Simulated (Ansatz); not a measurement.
# InP3: the cost of one run

Program: Ansatz 0.2.0. Level of theory: DFT PBE, scalar-relativistic, plane waves, PAW. These are calculated values, not measurements.

**1. Starting point**

Symmetry: Im-3m, No. 229, cubic system. The conventional cell has a = 5.434 Å, b = 5.434 Å, c = 5.434 Å, α = 90.00°, β = 90.00°, γ = 90.00°. In (site symmetry m-3m) has 6 P at 2.72 Å as nearest neighbours. P (site symmetry 4/mmm) is surrounded by 2 In at 2.72 Å and 4 P at 2.72 Å.

Structure file:

```cif
data_structure
_symmetry_space_group_name_H-M 'Im-3m'
_symmetry_Int_Tables_number 229
_cell_length_a 5.4339
_cell_length_b 5.4339
_cell_length_c 5.4339
_cell_angle_alpha 90.000
_cell_angle_beta 90.000
_cell_angle_gamma 90.000
_cell_volume 160.45
loop_
_atom_site_label
_atom_site_type_symbol
_atom_site_symmetry_multiplicity
_atom_site_Wyckoff_symbol
_atom_site_fract_x
_atom_site_fract_y
_atom_site_fract_z
_atom_site_occupancy
In1 In 2 a 0.00000 0.00000 0.00000 1
P1 P 6 b 0.50000 0.00000 0.00000 1
```

Recipe of the guess: random cell by space group and Wyckoff sites (Im-3m, No. 229). Lengths come from tabulated atomic sizes and are only a guess.

**2. Probe: one point on a coarse mesh**

input.yaml

```yaml
crystal:
  lattice:
    - [-2.71693821, 2.71693821, 2.71693821]
    - [2.71693821, -2.71693821, 2.71693821]
    - [2.71693821, 2.71693821, -2.71693821]
  atoms:
    - { symbol: In, position: [0.0, 0.0, 0.0] }
    - { symbol: P, position: [0.0, 0.5, 0.5] }
    - { symbol: P, position: [0.5, 0.0, 0.5] }
    - { symbol: P, position: [0.5, 0.5, 0.0] }
basis:
  ecutwfc: 420
kpoints:
  mp_grid: { grid: [4, 4, 4] }
hamiltonian:
  xc: pbe
scf:
  occupations: { method: gaussian, width: 0.1 }
  lower_state_search: "off"
output:
  forces: true
  stress: true
  eigenvalues: true
```

Command:

```
ansatz run input.yaml --threads 1 --pin off --max-ram 2048MiB --backend cpu --events-out ev --progress --plain --runs-dir out
```

What time and memory should one allow on 1 thread of Arm Neoverse V1, shared host?

About 1.2 s, with a peak of 0.3 GiB.
